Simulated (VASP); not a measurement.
# BeTe (F-43m) in VASP: a series of runs, part 2 of 2

VASP 6.6.1.

### Step 5. Relaxation of the atoms, PBE (a relaxed cell with its volume scaled by 0.96)

INCAR

```
SYSTEM = BeTe
PREC = Accurate
ENCUT = 600
EDIFF = 1E-7
ISMEAR = 0
SIGMA = 0.03
LREAL = .FALSE.
LASPH = .TRUE.
NELM = 80
ALGO = Normal
ISIF = 2
LWAVE = .FALSE.
LCHARG = .FALSE.
GGA = PE
IBRION = 2
NSW = 40
EDIFFG = -0.01
```

KPOINTS

```
regular mesh
0
G
  8 8 8
  0 0 0
```

POSCAR

```
BeTe                                    
1.0
    0.0000000000      2.7956878838      2.7956878838
    2.7956878838      0.0000000000      2.7956878838
    2.7956878838      2.7956878838      0.0000000000
  Be              Te            
     1     1
Direct
     0.0000000000000000    0.0000000000000000    0.0000000000000000
     0.2500000000000000    0.2500000000000000    0.2500000000000000
```

Potentials or basis: VASP PAW PBE potentials, release 64 (Be, Te).

The run is started by

```sh
$ cat potpaw_PBE.64/Be/POTCAR potpaw_PBE.64/Te/POTCAR > POTCAR
$ mpirun -np 1 vasp_std > vasp.out
```

OUTCAR:

```text
SYSTEM = BeTe
   PREC = Accurate
   ENCUT = 600
   EDIFF = 1E-7
   ISMEAR = 0
   LREAL = .FALSE.
   LASPH = .TRUE.
   NELM = 80
   ISIF = 2
   GGA = PE
   IBRION = 2
   NSW = 40
   EDIFFG = -0.01

 ion  position               nearest neighbor table
   1  0.000  0.000  0.000-   2 2.42   2 2.42   2 2.42   2 2.42
   2  0.250  0.250  0.250-   1 2.42   1 2.42   1 2.42   1 2.42

  LATTYP: Found a face centered cubic cell.
 ALAT       =     5.5913757676

  Lattice vectors:

 A1 = (   0.0000000000,   2.7956878838,   2.7956878838)
 A2 = (   2.7956878838,   0.0000000000,   2.7956878838)
 A3 = (   2.7956878838,   2.7956878838,   0.0000000000)

Analysis of symmetry for initial positions (statically):
=====================================================================
 Subroutine PRICEL returns:
 Original cell was already a primitive cell.

 Routine SETGRP: Setting up the symmetry group for a
 face centered cubic supercell.

 Subroutine GETGRP returns: Found 24 space group operations
[... 170 lines left out ...]
 cond. band min:       7.2616402509   @ k =   0.5000   0.5000   0.0000
 fundamental gap:      1.9193360360
 Fermi energy:         5.5186474998

 k-point     1 :       0.0000    0.0000    0.0000
  band No.  band energies     occupation
      1      -7.1004      2.00000
      2       5.3423      2.00000
      3       5.3423      2.00000
      4       5.3423      2.00000
      5       8.9330      0.00000
      6       8.9330      0.00000
      7       8.9330      0.00000
      8       9.3242      0.00000
[... 243 lines left out ...]
 k-point    24 :      -0.3750    0.2500    0.1250
  band No.  band energies     occupation
      1      -5.4495      2.00000
      2       0.0942      2.00000
      3       2.3675      2.00000
      4       3.3728      2.00000
      5       9.5383      0.00000
      6       9.7561      0.00000
      7      12.0776      0.00000
      8      13.1664      0.00000

 [... further k-points ...]

------------------------ aborting loop because EDIFF is reached ----------------------------------------

  FORCE on cell =-STRESS in cart. coord.  units (eV):
  Direction    XX          YY          ZZ          XY          YZ          ZX
  --------------------------------------------------------------------------------------
  -------------------------------------------------------------------------------------
  Total        0.6863236      0.6863236      0.6863236      0.0000000     -0.0000000      0.0000000
  in kB       25.1619037     25.1619037     25.1619037      0.0000000     -0.0000000      0.0000000
  external PRESSURE =      25.1619037 kB  Pullay stress =       0.0000000 kB

 VOLUME and BASIS-vectors are now :
 -----------------------------------------------------------------------------
  energy-cutoff  :      600.00
  volume of cell :       43.70
      direct lattice vectors                 reciprocal lattice vectors
     0.000000000  2.795687884  2.795687884    -0.178846860  0.178846860  0.178846860
     2.795687884  0.000000000  2.795687884     0.178846860 -0.178846860  0.178846860
     2.795687884  2.795687884  0.000000000     0.178846860  0.178846860 -0.178846860

 POSITION                                       TOTAL-FORCE (eV/Angst)
 -----------------------------------------------------------------------------------
      0.00000      0.00000      0.00000         0.000000      0.000000      0.000000
      1.39784      1.39784      1.39784        -0.000000     -0.000000     -0.000000
 -----------------------------------------------------------------------------------
    total drift:                                0.000000      0.000000      0.000000

  FREE ENERGIE OF THE ION-ELECTRON SYSTEM (eV)
  ---------------------------------------------------
  free  energy   TOTEN  =        -7.6106395959 eV

  energy  without entropy=       -7.6106395959  energy(sigma->0) =       -7.61063960

 reached required accuracy - stopping structural energy minimisation
```

OSZICAR:

```text
N       E                     dE             d eps       ncg     rms          rms(c)
DAV:   1     0.233750812602E+02    0.23375E+02   -0.36797E+03   464   0.897E+02
DAV:   2    -0.701089535383E+01   -0.30386E+02   -0.29398E+02   640   0.106E+02
DAV:   3    -0.775714384607E+01   -0.74625E+00   -0.74625E+00   576   0.225E+01
DAV:   4    -0.776158440250E+01   -0.44406E-02   -0.44406E-02   688   0.195E+00
DAV:   5    -0.776160098485E+01   -0.16582E-04   -0.16582E-04   640   0.855E-02    0.427E+00
DAV:   6    -0.764422045739E+01    0.11738E+00   -0.16810E-01   536   0.213E+00    0.255E+00
DAV:   7    -0.760984022940E+01    0.34380E-01   -0.12714E-01   632   0.194E+00    0.517E-01
DAV:   8    -0.761033565036E+01   -0.49542E-03   -0.62134E-03   504   0.567E-01    0.906E-02
DAV:   9    -0.761059765816E+01   -0.26201E-03   -0.38460E-04   640   0.155E-01    0.243E-02
DAV:  10    -0.761063381652E+01   -0.36158E-04   -0.60265E-05   512   0.476E-02    0.195E-02
DAV:  11    -0.761063703909E+01   -0.32226E-05   -0.29999E-06   680   0.125E-02    0.114E-02
DAV:  12    -0.761063955144E+01   -0.25124E-05   -0.59656E-06   496   0.185E-02    0.599E-03
DAV:  13    -0.761063959594E+01   -0.44499E-07   -0.40519E-08   608   0.156E-03
   1 F= -.76106396E+01 E0= -.76106396E+01  d E =-.761064E+01
```

Wall time 12 s (1 thread of Intel Xeon Platinum 8375C at 2.90GHz (Ice Lake), shared host); peak memory 0.18 GiB.

What came out:

* Free energy: -7.6106 eV
* Pressure after relaxing: 2.5 GPa
* Band gap on the k mesh: 1.92 eV, indirect (least direct gap 3.59 eV)

Final structure:
```
Be Te
1.0
     0.00000    2.79569    2.79569
     2.79569    0.00000    2.79569
     2.79569    2.79569    0.00000
Be Te
1 1
Cartesian
  0.0000 0.0000 0.0000
  1.3978 1.3978 1.3978
```

Levels at points of the mesh, in eV from the valence-band top:
| k point | band 1 | band 2 | band 3 | band 4 | band 5 | band 6 | band 7 | band 8 |
| --- | --- | --- | --- | --- | --- | --- | --- | --- |
| (0.00, 0.00, 0.00) | -12.44 | 0.00 | 0.00 | 0.00 | 3.59 | 3.59 | 3.59 | 3.98 |
| (0.50, 0.00, 0.00) | -11.04 | -5.68 | -1.17 | -1.17 | 3.13 | 4.58 | 4.58 | 7.81 |
| (0.50, 0.50, 0.00) | -10.53 | -5.23 | -2.73 | -2.73 | 1.92 | 2.64 | 9.84 | 9.84 |

Caveat: the relaxation stopped at its first step, so nothing moved; spin-orbit coupling is left out, which moves the levels of the heavy elements.

### Step 6. Summary

```csv
task,cell,gap on the mesh (eV),pressure (GPa)
relaxation of cell and atoms,relaxed,2.02,0.0
relaxation of the atoms,atoms relaxed from: a relaxed cell with its volume scaled by 0.94,1.86,4.0
relaxation of the atoms,atoms relaxed from: a relaxed cell with its volume scaled by 0.96,1.92,2.5
```

Alike in all rows: level PBE; potentials or basis VASP PAW PBE potentials, release 64 (Be, Te); no spin polarisation; k mesh 8 × 8 × 8; cutoff (eV) 600; smearing gaussian 0.03 eV.

Caveats: the relaxation stopped at its first step, so nothing moved; spin-orbit coupling is left out, which moves the levels of the heavy elements.

Absolute energies hang on the potentials; compare differences alone.
